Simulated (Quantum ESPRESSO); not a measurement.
Runs of Quantum ESPRESSO 7.5 on Bi. Symmetry: Im-3m, No. 229, cubic system. Conventional cell: a = 3.963 Å, b = 3.963 Å, c = 3.963 Å, α = 90.00°, β = 90.00°, γ = 90.00°. Bi (site symmetry m-3m) is surrounded by 8 Bi at 3.43 Å. This isn't the form of Bi at room conditions, which is rhombohedral.

| task | level | potentials or basis | cell | k mesh | cutoff (eV) | smearing | q mesh | k mesh for the Wannier functions | form of the LDA correlation | gap on the mesh (eV) | pressure (GPa) | V0 of scaled cells (Å³/atom) | B0 (GPa) |
| --- | --- | --- | --- | --- | --- | --- | --- | --- | --- | --- | --- | --- | --- |
| phonon dispersion | PBEsol | PseudoDojo 0.4.1 SR PBEsol standard | relaxed | 10 × 10 × 10 | 898 | methfessel-paxton 0.272 eV | 2 × 2 × 2 | - | - | none | 0.0 | - | - |
| phonons | PBEsol | PseudoDojo 0.4.1 SR PBEsol standard | relaxed | 9 × 9 × 9 | 898 | cold 0.136 eV | - | - | - | none | 0.0 | - | - |
| Wannier functions | PBEsol | PseudoDojo 0.4.1 SR PBEsol standard | as given | 7 × 7 × 7 | 898 | fermi-dirac 0.05 eV | - | 5 × 5 × 5 | - | none | -1.0 | - | - |
| equation of state | LDA | PseudoDojo 0.4.1 SR LDA standard | as given | 9 × 9 × 9 | 952 | fermi-dirac 0.05 eV | - | - | PW92 | - | - | 29.39 | (a) |
| phonons | LDA | JTH 2.0 LDA | relaxed | 9 × 9 × 9 | 490 | cold 0.272 eV | - | - | PW92 | none | - | - | - |
| equation of state | PBEsol | PseudoDojo 0.4.1 SR PBEsol standard | as given | 9 × 9 × 9 | 898 | fermi-dirac 0.05 eV | - | - | - | - | - | 30.08 | (b) |

Alike in all rows: no spin polarisation.

Q: Fill in the values left out.

A: (a) 66; (b) 61.

Caveats: spin-orbit coupling is left out, which moves the levels of the heavy elements; the q point doesn't lie on the k mesh, which can shift a metal's frequencies strongly unless the mesh is converged (some runs); some modes are imaginary (some runs); the cutoff is low for these files, which shifts pressure and relaxed volume (some runs).

A k mesh can miss the band edges, and the runs leave out spin-orbit coupling on Bi.

A gap of «none» marks a metal or a gap under the smearing width.

Not every run made on this cell is shown here.
